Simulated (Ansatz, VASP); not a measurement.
One calculation of Au, two programs

INCAR

```
SYSTEM = Au
ALGO = Fast
DIPOL = 0.5 0.5 0.295
EDIFF = 1E-6
ENCUT = 520
GGA = PE
IDIPOL = 3
ISIF = 2
ISMEAR = 0
LASPH = .True.
LCHARG = .False.
LDIPOL = .True.
LREAL = .False.
LWAVE = .False.
NBANDS = 24
NELM = 80
PREC = Accurate
SIGMA = 0.1
```

KPOINTS

```
k-points
0
Gamma
  9 9 1
  0 0 0
```

File POSCAR:

```
Au
1.0
    2.9402049748      0.0000000000      0.0000000000
   -1.4701024874      2.5462922005      0.0000000000
    0.0000000000      0.0000000000     21.8974947720
Au
3
Direct
    0.6666666667      0.3333333333      0.1826692981
    0.3333333333      0.6666666667      0.2945190844
    0.0000000000      0.0000000000      0.4063247812
```

Input for Ansatz:

```yaml
crystal:
  lattice:
    - [2.9402049748, 0.0, 0.0]
    - [-1.4701024874, 2.5462922005, 0.0]
    - [0.0, 0.0, 21.897494772]
  atoms:
    - { symbol: Au, position: [0.6666666667, 0.3333333333, 0.1826692981] }
    - { symbol: Au, position: [0.3333333333, 0.6666666667, 0.2945190844] }
    - { symbol: Au, position: [0.0, 0.0, 0.4063247812] }
basis:
  ecutwfc: 420
kpoints:
  mp_grid: { grid: [9, 9, 1] }
hamiltonian:
  xc: pbe
scf:
  occupations: { method: gaussian, width: 0.1 }
output:
  forces: true
  eigenvalues: true
efield:
  axis: 3
  dipole_correction: true
  ramp_width: 0.04
```

Alike in both runs: task single point; functional PBE; k mesh 9 × 9 × 1; occupations gaussian, width 0.1 eV; no spin polarisation.

|  | VASP | Ansatz |
| --- | --- | --- |
| version | VASP 6.6.1 | Ansatz 0.2.0 |
| potentials or method | VASP PAW PBE potentials, release 64 (Au) | scalar-relativistic, plane waves, PAW |
| plane-wave cutoff (eV) | 520 | 420 |
| valence electrons in the cell | 33 | 57 |

```csv
,VASP,Ansatz,Ansatz less VASP
gap on the k mesh at the Fermi level (eV),none,none,-
rms of the force components (eV/Å),0.042,0.039,-0.0030
"work function, face that differs most (eV)",5.29,5.30,+0.009
```

Atom by atom the forces differ by 0.003 eV/Å (rms over components). A gap of «none» marks a metal or a gap that the smearing closes. The two sets of potentials don't hold the same shells in valence.

The runs have no spin-orbit coupling, so splittings on Au are missing.
